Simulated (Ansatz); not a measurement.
# CsI: the cost of one run

Method: DFT PBE, scalar-relativistic, plane waves, PAW, in Ansatz 0.2.0.

2 further runs of the same task are left out: 2 set aside as unsound or not needed. Runs told in other sessions of the task aren't counted.

## Step 1: The structure to begin with

Symmetry: Pm-3m, No. 221, cubic system. The conventional cell has a = 4.666 Å, b = 4.666 Å, c = 4.666 Å, α = 90.00°, β = 90.00°, γ = 90.00°. Around Cs (site symmetry m-3m) lie 8 I at 4.04 Å. I (site symmetry m-3m) is surrounded by 8 Cs at 4.04 Å.

As a file:

```cif
data_structure
_symmetry_space_group_name_H-M 'Pm-3m'
_symmetry_Int_Tables_number 221
_cell_length_a 4.6660
_cell_length_b 4.6660
_cell_length_c 4.6660
_cell_angle_alpha 90.000
_cell_angle_beta 90.000
_cell_angle_gamma 90.000
_cell_volume 101.59
loop_
_atom_site_label
_atom_site_type_symbol
_atom_site_symmetry_multiplicity
_atom_site_Wyckoff_symbol
_atom_site_fract_x
_atom_site_fract_y
_atom_site_fract_z
_atom_site_occupancy
Cs1 Cs 1 a 0.00000 0.00000 0.00000 1
I1 I 1 b 0.50000 0.50000 0.50000 1
```

This cell was relaxed beforehand with the same method: volume 50.79 Å³/atom, gap on the mesh 3.69 eV.

## Step 2: Bands, states and charges

input.yaml reads:

```yaml
crystal:
  lattice:
    - [4.6660155511, 0.0, 0.0]
    - [0.0, 4.6660155511, 0.0]
    - [0.0, 0.0, 4.6660155511]
  atoms:
    - { symbol: Cs, position: [0.0, 0.0, 0.0] }
    - { symbol: I, position: [0.5, 0.5, 0.5] }
basis:
  ecutwfc: 420
kpoints:
  mp_grid: { grid: [6, 6, 6] }
  band_path:
    path:
      - [[0.0, 0.0, 0.0], [0.0, 0.5, 0.0], [0.5, 0.5, 0.0], [0.0, 0.0, 0.0], [0.5, 0.5, 0.5], [0.0, 0.5, 0.0]]
      - [[0.5, 0.5, 0.5], [0.5, 0.5, 0.0]]
    npoints: 14
hamiltonian:
  xc: pbe
scf:
  occupations: { method: gaussian, width: 0.02 }
  n_extra_bands: 6
output:
  forces: true
  stress: true
  eigenvalues: true
  populations: true
  dos: { projected: true, de: 0.02, nscf_kmesh: { grid: [9, 9, 9] } }
  bader: true
  write_density: true
  write_potential: true
  elf: true
  volumetric_format: npy
```

Command:

```
ansatz run input.yaml --threads 1 --pin off --max-ram 2560MiB --backend cpu --events-out ev --progress --plain --runs-dir out
```

Q: Estimate wall time and peak memory on 1 thread of Arm Neoverse V1, shared host.

About 15 s, with a peak of 0.36 GiB.
